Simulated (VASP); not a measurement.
Crystal: RbBr.

```
Rb Br
1.0
     0.00000    3.42700    3.42700
     3.42700    0.00000    3.42700
     3.42700    3.42700    0.00000
Rb Br
1 1
Direct
  0.00000 0.00000 0.00000
  0.50000 0.50000 0.50000
```

Base run:

```yaml
Program: VASP 6.6.1
Functional: LAK
Potentials_or_basis: VASP PAW PBE potentials, release 64 (Rb_sv, Br)
Cutoff: 520 eV
k_mesh: 7 × 7 × 7
Occupations: fermi-dirac, width 0.05 eV
Spin: no spin polarisation
```

Its results: band gap on the k mesh 4.84 eV, direct; pressure 0.2 GPa.

Question: The run is repeated on the same cell with these changes: functional from LAK to r2SCAN; further incar settings from ALGO = Normal; EDIFF = 1e-06; NBANDS = 15 to ALGO = Normal; EDIFF = 1e-07. What comes out?

Answer: Band gap on the k mesh 4.97 eV, direct; pressure 0.5 GPa.

Caveats: the PAW data sets were made with another functional, which shifts forces and pressure a little.
